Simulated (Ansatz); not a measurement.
Wanted: the native input for an Ansatz 0.2.0 run.

| Item | Value |
| --- | --- |
| Task | electrostatic potential |
| Functional | PBE |
| Dispersion | D3(BJ) |
| Potentials or basis | PseudoDojo stringent (PBE files) |
| Cutoff | 1796 eV |
| Density cutoff | 7184 eV |
| k mesh | 9 × 9 × 9 |
| Occupations | fermi-dirac, width 0.025 eV |
| Spin | spin-orbit coupling, no magnetisation |

The system is HfO2.

```
CELL_PARAMETERS angstrom
0.08613 2.61906 2.61639
2.57235 0.11242 2.59010
2.60518 2.62560 0.07959
ATOMIC_POSITIONS crystal
Hf 0.00000 0.00000 0.00000
O 0.75000 0.75000 0.75000
O 0.25000 0.25000 0.25000
```

The cell isn't the ideal one: cell strained at random at fixed volume.

One way to write it, as run:

input.yaml

```yaml
crystal:
  lattice:
    - [0.086128, 2.619063, 2.61639]
    - [2.57235, 0.112417, 2.5901]
    - [2.60518, 2.625604, 0.079587]
  atoms:
    - { symbol: Hf, position: [0.0, 0.0, 0.0] }
    - { symbol: O, position: [0.75, 0.75, 0.75] }
    - { symbol: O, position: [0.25, 0.25, 0.25] }
hamiltonian:
  xc: pbe
  pseudopotentials: { kind: nc_fr, accuracy: stringent }
  dispersion: d3bj
magnetization:
  noncollinear: true
  spin_orbit: true
kpoints:
  mp_grid: { grid: [9, 9, 9] }
scf:
  occupations: { method: fermi_dirac, width: 0.025 }
output:
  forces: true
  stress: true
  eigenvalues: true
  write_density: true
  write_potential: true
  elf: true
  volumetric_format: npy
```

Potentials or basis: PseudoDojo stringent (PBE files).

Command:

```console
$ ansatz run input.yaml --threads 2 --pin off --max-ram 5120MiB --backend cpu --events-out ev --progress --plain --runs-dir out
```

Results of the run:

```
Pressure               : -5.8 GPa
Largest force          : 0.330 eV/Å
Band gap on the k mesh : 3.80 eV, indirect (least direct gap 3.91 eV)
```

Caveat: odd divisions of the mesh miss points on the zone boundary, where band edges often lie, so the gap on the mesh can be too wide.

It took 17 min on 2 threads of Arm Neoverse N1, on a shared host, peak memory 4.2 GiB.
